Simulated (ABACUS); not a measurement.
Crystal: Ag.

```
Ag
1.0
     0.00000    2.04275    2.04275
     2.04275    0.00000    2.04275
     2.04275    2.04275    0.00000
Ag
1
Cartesian
  0.0000 0.0000 0.0000
```

- Program: ABACUS 3.10.1
- Task: relaxation of cell and atoms
- Functional: SOGGA
- Potentials or basis: Ansatz NC PBE
- Cutoff: 966 eV
- Density cutoff: 3864 eV
- Basis: plane waves
- k mesh: 9 × 9 × 9
- Occupations: fermi-dirac, width 0.05 eV
- Spin: no spin polarisation

At the start: pressure -4.4 GPa; volume 17.05 Å³/atom.

**Question.** How do energy, volume and symmetry change on relaxing?

**Answer.** Over 3 steps the energy falls by 9.4 meV/atom and the volume is 16.40 Å³/atom (-3.8 %); space group Fm-3m (No. 225, to 0.05 Å).

Step by step:
| step | energy change (eV) | largest force (eV/Å) | pressure (GPa) | volume (Å³) |
| --- | --- | --- | --- | --- |
| 1 | 0.0000 | 0.0000 | -4.44 | 17.05 |
| 2 | -0.0022 | 0.0000 | 4.58 | 15.87 |
| 3 | -0.0094 | 0.0000 | -0.04 | 16.40 |

Final structure:
```yaml
crystal:
  lattice:
    - [0.00000, 2.01649, 2.01649]
    - [2.01649, 0.00000, 2.01649]
    - [2.01649, 2.01649, 0.00000]
  atoms:
    - { symbol: Ag, position: [0.00000, 0.00000, 0.00000] }
```

Caveat: the potentials were made for another functional, which shifts forces and pressure.
